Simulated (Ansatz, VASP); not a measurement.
# SiC2: VASP beside Ansatz

File INCAR:

```
PREC = Accurate
ENCUT = 520
EDIFF = 1E-7
ISMEAR = 0
SIGMA = 0.1
LREAL = F
LASPH = T
NELM = 150
ALGO = Normal
ISIF = 2
LWAVE = F
LCHARG = F
ISPIN = 2
MAGMOM = 0 1 1
LORBIT = 11
GGA = PE
NBANDS = 17
```

KPOINTS

```
regular mesh
0
Gamma
  6 6 4
```

POSCAR

```
SiC2
1.0
    2.6798104000      0.0000000000      0.0000000000
   -1.3399052000      2.3207838900      0.0000000000
    0.0000000000      0.0000000000      6.5641681000
Si C
1 2
Direct
    0.0000000000      0.0000000000      0.0000000000
    0.3333333300      0.6666666700      0.6666666700
    0.6666666700      0.3333333300      0.3333333300
```

Input for Ansatz:

```yaml
crystal:
  lattice:
    - [2.6798104, 0.0, 0.0]
    - [-1.3399052, 2.32078389, 0.0]
    - [0.0, 0.0, 6.5641681]
  atoms:
    - { symbol: Si, position: [0.0, 0.0, 0.0] }
    - { symbol: C, position: [0.33333333, 0.66666667, 0.66666667], spin: 1.0 }
    - { symbol: C, position: [0.66666667, 0.33333333, 0.33333333], spin: 1.0 }
basis:
  ecutwfc: 420
kpoints:
  mp_grid: { grid: [6, 6, 4] }
hamiltonian:
  xc: pbe
scf:
  occupations: { method: gaussian, width: 0.1 }
  lower_state_search: "off"
output:
  forces: true
  stress: true
  eigenvalues: true
  populations: true
magnetization:
  spin_polarized: true
```

Alike in both runs: task single point; functional PBE; k mesh 6 × 6 × 4; occupations gaussian, width 0.1 eV; collinear spin.

```csv
,VASP,Ansatz
version,VASP 6.6.1,Ansatz 0.2.0
potentials or method,"VASP PAW PBE potentials, release 64 (Si, C)","scalar-relativistic, plane waves, PAW"
plane-wave cutoff (eV),520,420
valence electrons in the cell,12,12
```

Ansatz gave:

- gap on the k mesh at the Fermi level (eV): none
- pressure (GPa): -20.3
- largest component of the traceless stress (GPa): 8.85
- rms of the force components (eV/Å): 0.086
- net moment per atom (μB): 0.00

What did VASP give for the same quantities?

gap on the k mesh at the Fermi level (eV): none; pressure (GPa): -20.3; largest component of the traceless stress (GPa): 8.83; rms of the force components (eV/Å): 0.086; net moment per atom (μB): 0.00.

Atom by atom the forces differ by 0.000 eV/Å (rms over components). A gap of «none» marks a metal or a gap that the smearing closes. Ansatz warned: «seeded_moment_not_kept».

Caveats: the k mesh is coarse (spacing up to 0.45 Å⁻¹), so the values aren't converged; so large a pressure means that the cell lies far from this level's equilibrium, or that cutoff or potentials fall short (VASP).
